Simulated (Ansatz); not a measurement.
From the elastic tensor of BN at 22 GPa (stress–strain coefficients) to moduli and sound speeds

All numbers below come from DFT PBEsol, scalar-relativistic, plane waves, PAW (Ansatz 0.2.0). Cutoff 420 eV, 12×12×12 k-points (Γ-centred), fixed occupations. No spin polarisation.

The structure is trigonal, space group R3m (No. 160). The conventional cell has a = 2.469 Å, b = 2.469 Å, c = 7.835 Å, α = 90.00°, β = 90.00°, γ = 120.00°. Around B (site symmetry 3m) lie 3 N at 1.43 Å. Around N (site symmetry 3m) lie 3 B at 1.43 Å.

The crystal is built of layers and no dispersion correction was added, so the binding between them is poorly described, and with it their spacing and whatever depends on it.

Relaxed-ion constants (GPa, on the Cartesian axes of the calculation):
C11 = 1197.9, C12 = 325.2, C13 = 43.5, C14 = 22.5, C22 = 1197.9, C23 = 43.5, C24 = -22.5, C33 = 166.8, C44 = 39.8, C55 = 39.8, C56 = 22.5, C66 = 436.3 GPa; the others vanish.

Density 2.988 g/cm³; 2 atoms in 13.79 Å³.

The values that follow are for a polycrystal of randomly turned grains, by Hill's mean where one number stands. In a crystal this anisotropic the Voigt and Reuss bounds lie far apart, so Hill's mean and the sound speeds and Debye temperature from it are rough.

With S = C⁻¹: B_V = (C11+C22+C33+2(C12+C13+C23))/9, G_V = (C11+C22+C33−C12−C13−C23+3(C44+C55+C66))/15, 1/B_R = S11+S22+S33+2(S12+S13+S23), 15/G_R = 4(S11+S22+S33−S12−S13−S23)+3(S44+S55+S66); Hill is their mean. Then v_l = √((B+4G/3)/ρ), v_t = √(G/ρ), v_m = [(2/v_t³+1/v_l³)/3]^(−1/3) and Θ = (ħ/k_B)·v_m·(6π²n/V)^(1/3) for n atoms in the volume V; E = 9BG/(3B+G), ν = (3B−2G)/(2(3B+G)) and A^U = 5G_V/G_R + B_V/B_R − 6.

```
Bulk modulus, Voigt / Reuss / Hill          : 376.2 / 148.7 / 262.5 GPa
Shear modulus, Voigt / Reuss / Hill         : 246.6 / 76.3 / 161.4 GPa
Young's modulus                             : 402 GPa
Poisson ratio                               : 0.245
Pugh ratio B/G                              : 1.63
Universal anisotropy index                  : 12.69
Longitudinal and transverse sound speeds    : 12643 and 7350 m/s
Debye temperature from the mean sound speed : 1276 K
```

This form isn't the usual stable structure of the compound at low pressure.

Cost: 1 run of about 2.6 core-minutes, on Arm Neoverse V1 (shared hosts).